Q: I need the bulk modulus of cubic boron nitride for a model of a pressed tool part, and later for a pressure calibration. I have eight calculations at different levels of theory. Which level should I use?

Bulk modulus of cubic BN (2-atom cell) from Kohn-Sham DFT energy-volume fits in ABINIT 10.8.3, FLEUR MaX-R8.1 (later development tree) and GPAW 26.7.0, without spin polarisation or spin-orbit coupling and with 0.05 eV Fermi-Dirac smearing. The measured reference is the isothermal modulus of a bulk crystal at 300 K, 395 GPa (arXiv:1208.3664; values found: 395 to 400 GPa).

| program | functional | how the value is got | potentials or basis | wave cutoff (eV) | k-mesh | computed bulk modulus (GPa) | computed over measured, less one (%) |
| --- | --- | --- | --- | --- | --- | --- | --- |
| ABINIT 10.8.3 (1) | BLYP | fit, rest volume 6.06 Å³/atom | JTH PAW PBE v2.0 | 707 | 13x13x13 | 355.2 | -10.1 |
| FLEUR MaX-R8.1 (later development tree) | RPBE | fit, rest volume 6.05 Å³/atom | all electron | n/a | 13x13x13 | 358.5 | -9.2 |
| ABINIT 10.8.3 (2) | PBE | fit, rest volume 5.95 Å³/atom | PseudoDojo NC SR PBE v0.5 standard | 1143 | 13x13x13 | 371.2 | -6.0 |
| ABINIT 10.8.3 (3) | BLYP+D2 | fit, rest volume 5.95 Å³/atom | JTH PAW PBE v2.0 | 707 | 13x13x13 | 373.7 | -5.4 |
| ABINIT 10.8.3 (4) | BP86+D3 | fit, rest volume 5.91 Å³/atom | JTH PAW PBE v2.0 | 680 | 13x13x13 | 376.2 | -4.8 |
| GPAW 26.7.0 | AM05 | fit, rest volume 5.85 Å³/atom | PAW data sets made by gpaw setup for the functional | 800 | 10x10x10 | 386.9 | -2.1 |
| ABINIT 10.8.3 (5) | RPBE+D3(BJ) | fit, rest volume 5.73 Å³/atom | JTH PAW PBE v2.0 | 680 | 13x13x13 | 399.0 | 1.0 |
| ABINIT 10.8.3 (6) | LDA | fit, rest volume 5.74 Å³/atom | JTH PAW LDA v2.0 | 680 | 13x13x13 | 403.7 | 2.2 |

Q: RPBE+D3(BJ) misses the measurement by only 1 %. Is that my answer?

A: Look first at its rest volume, the volume at which the computed crystal feels no pressure. It is 5.73 Å³/atom, while the real crystal has roughly 5.9, a recalled figure. The calculation therefore describes a crystal that is nearly 3 % too dense, and LDA does much the same. Squeezing this crystal makes it stiffer, so a good modulus obtained in this way is no sign of a good description.

Q: Why does density matter so much for stiffness?

A: When the atoms are pushed together, the repulsion between them rises more and more steeply. Each further step of compression costs more than the last. In these calculations, every gigapascal of pressure raises the modulus by nearly four gigapascals. A level of theory that holds the atoms slightly too close thus acts like a press that you forgot to release.

Q: And what makes one level hold them closer than another?

A: LDA treats the electrons around each point as if they belonged to a uniform gas of the same density, and this usually binds atoms too strongly. Gradient corrections favour uneven density, which separated atoms have more of, so they let the crystal expand. RPBE and BLYP do this more strongly here than PBE, while AM05, designed with solids in mind, lies between PBE and LDA. A dispersion term adds attraction and pulls the cell in again. That is the theory; the rest volumes in the table fit it.

Q: Can I see this effect without everything else changing too?

A: Yes, compare BLYP with BLYP+D2, which share potentials, cutoff and mesh. At the same cell, the D2 term pulls inwards with a pressure of 6.3 GPa. With a gain of 3.8 GPa in modulus per gigapascal, taken from the BLYP curve, the estimate is 3.8 × 6.3 ≈ 24 GPa. The computed rise is 18.5 GPa.

Q: Where did the remaining 5 GPa go?

A: The D2 attraction also softens the crystal at fixed volume. An attraction that fades with distance has an energy curve that bends downwards, and this takes away some of the upward bend that makes a crystal stiff. The two energy curves put this loss at about 5 GPa. Compression therefore wins, but it does not act alone.

Q: Does the same picture cover all eight levels?

A: Its direction does, but its size does not. Suppose every level differed from PBE only by a constant extra pressure, which moves the rest volume to V₀ but leaves the bend of the energy curve at each volume unchanged. The modulus B grows with pressure at a constant rate B′, and a pressure step changes the volume by dP = −B dV/V. Together these give dB/B = −B′ dV/V, and hence B₀ = B(PBE) × (V(PBE)/V₀)^B′ for the modulus at rest.

For LDA this shared curve gives 423 GPa, against 404 computed. It also makes the expanded crystals, BLYP and RPBE, too soft. The differences between levels are thus more than a shift along one curve: levels with a smaller rest volume also tend to be softer at equal volume, as D2 showed on a small scale.

Q: What slope do the calculations really follow?

A: A straight line through all eight rows, the BLYP pair included, loses about 8 GPa for each 1 % of extra rest volume. The shared curve would lose about 14. The line describes the rows to within a few gigapascals, so you can use it to judge how a neighbouring semilocal level might behave for this crystal once you know its rest volume. The output below compares the shared curve with the computed moduli row by row.

Q: Then I could fix the cell at one volume for every level and be rid of the problem.

A: You would exchange it for another. At a common cell of 5.96 Å³/atom the moduli still spread over 37 GPa, against 49 at the levels' own rest volumes. The order nearly reverses: BLYP gives 378 GPa there and LDA 351. The low BLYP entry in the table thus belongs to an expanded crystal, not to a softer response at equal volume.

Q: Is the measured value a fair target for these calculations?

A: Not quite, because the atoms in the calculations stand still. Real atoms vibrate even when cold, and their vibrational energy falls if the crystal expands, so they push outwards. A Debye estimate with recalled constants puts the expansion at the order of 1 % and the loss of modulus at the order of 10 GPa. A perfect calculation with fixed atoms should therefore be slightly denser and stiffer than the measured crystal.

Q: How does that change the marks you would give?

A: It is kinder to LDA, whose modulus then fits well and whose cell is less wrong than it looked, and harsher on PBE, whose cell looked almost right. AM05 comes out balanced, with a volume close to where a calculation without vibrations should land and a modulus a few per cent low. BLYP and RPBE remain too expanded and too soft. RPBE+D3(BJ) remains too dense, though less so than the first comparison suggested.

Q: If a level had exactly the right volume, would its modulus be right as well?

A: Not on this line. The measured volume is about 1 % below the common cell, so the line gives roughly 370 + 8 = 378 GPa, still some 4 % under the measured 395. Allowing for vibrations moves both the volume and the modulus of the target, and a gap of a few per cent stays. The modulus follows the rest volume closely from level to level, but the line does not pass through the experiment.

Q: Let me turn to my tolerances. The tool part can live with 10 %.

A: Then most of these levels will do. Plain BLYP is just over the edge, and the vibrational correction would probably take RPBE over it too. PBE is a reasonable choice if the rest of your data come from PBE: it is 6 % low against the measurement, and you know the direction of the error. All these figures are for the pure, dense crystal; pores or a binder in a pressed part can matter more than the choice of level. Keep the same level for every property that you combine. Volume and stiffness from different levels would describe two different crystals.

Q: And if I need 5 %?

A: The choice of level now matters, since going from PBE to LDA, each with its own potentials here, changes the modulus by 32.5 GPa, or 8 % of the measured value. LDA and RPBE+D3(BJ) meet your limit for the modulus, but their cells are too dense. AM05 is the more balanced candidate here because neither its volume nor its modulus is far off. This is one crystal and one run, so test it on a related material with a well-measured volume and modulus before you rely on it. Vibrations would lower the computed moduli, which probably puts BP86+D3 over the 5 % limit and leaves AM05 only just inside it.

Q: The pressure calibration needs 1 %.

A: None of these levels can be trusted to that accuracy as it stands. The vibrational correction is larger than your tolerance, and the measured values themselves run from 395 to 400 GPa. Include vibrations first, and then ask which functional is best. At this accuracy you must also check the potentials.

Q: Why the potentials?

A: Several ABINIT runs combine another functional with atomic data made for PBE, and some report overlapping atomic spheres. No level, meaning a functional with or without its dispersion term, appears in two programs, so for the FLEUR and GPAW rows the table cannot separate the effect of the program from that of the functional. I would not rank neighbours that differ by only a few gigapascals, such as BLYP and RPBE. The same caution applies to RPBE with and without D3(BJ): the modulus rises by 40.5 GPa, but program and potentials change as well.

Q: Do the better levels cost more?

A: Hardly, within this group. LDA and the gradient-corrected functionals need similar work, and a pairwise dispersion term adds little to it. The potentials matter more: the number of plane waves grows as the cutoff to the power 3/2, so the PBE run at 1143 eV carries about 2.2 times as many as the LDA run at 680 eV. Each modulus also takes a calculation at several volumes, and those same calculations give you the rest volume, which you should check before you believe the modulus.

Numerical output:

```
Levels compared:
                                      row  rest volume A^3/atom  volume over rough measured less one %  modulus at 5.96 A^3/atom GPa  pressure at 5.96 A^3/atom GPa  shared-curve modulus GPa  shared curve less computed GPa
                        ABINIT 10.8.3 (1)                 6.057                                  2.661                         377.7                           5.96                     347.1                           -8.15
  FLEUR MaX-R8.1 (later development tree)                 6.048                                  2.503                         378.7                          5.427                       349                          -9.473
                        ABINIT 10.8.3 (2)                 5.947                                 0.8035                         368.5                        -0.7378                     371.2                               0
                        ABINIT 10.8.3 (3)                 5.953                                 0.9059                         372.3                        -0.3655                     369.8                          -3.885
                        ABINIT 10.8.3 (4)                 5.912                                 0.2109                         365.3                         -2.925                     379.3                            3.15
                              GPAW 26.7.0                 5.849                                -0.8661                         360.2                         -6.981                     394.8                           7.852
                        ABINIT 10.8.3 (5)                 5.731                                 -2.863                         342.2                         -14.44                     425.5                           26.48
                        ABINIT 10.8.3 (6)                 5.739                                 -2.723                           351                         -14.17                     423.2                           19.52
fit of y on 8 rows: constant 370.4 +/- 0.85, coefficient of dv -8.33 +/- 0.4; rms 1.89, worst ABINIT 10.8.3 (5) 3.32, leave-one-out rms 2.85
Spread of computed moduli, GPa: 48.5
Spread of moduli at the common cell, GPa: 36.51
Shared PBE curve, change of modulus per 1 % larger volume, GPa: -13.67
D2 added to BLYP, change of modulus, GPa: 18.5
D2 added to BLYP, change of rest volume, %: -1.71
D2 added to BLYP, change of pressure at the common cell, GPa: -6.325
D2 added to BLYP, change of modulus at the common cell, GPa: -5.387
RPBE to RPBE+D3(BJ), program changed too, change of modulus, GPa: 40.5
RPBE to RPBE+D3(BJ), program changed too, change of rest volume, %: -5.236
PBE to LDA, change of modulus, GPa: 32.5
Zero-point expansion of the volume, rough, %: 1.359
Zero-point change of the modulus, rough, GPa: -8.456
Plane waves at the PseudoDojo cutoff over those at the LDA PAW cutoff, ratio: 2.179
```
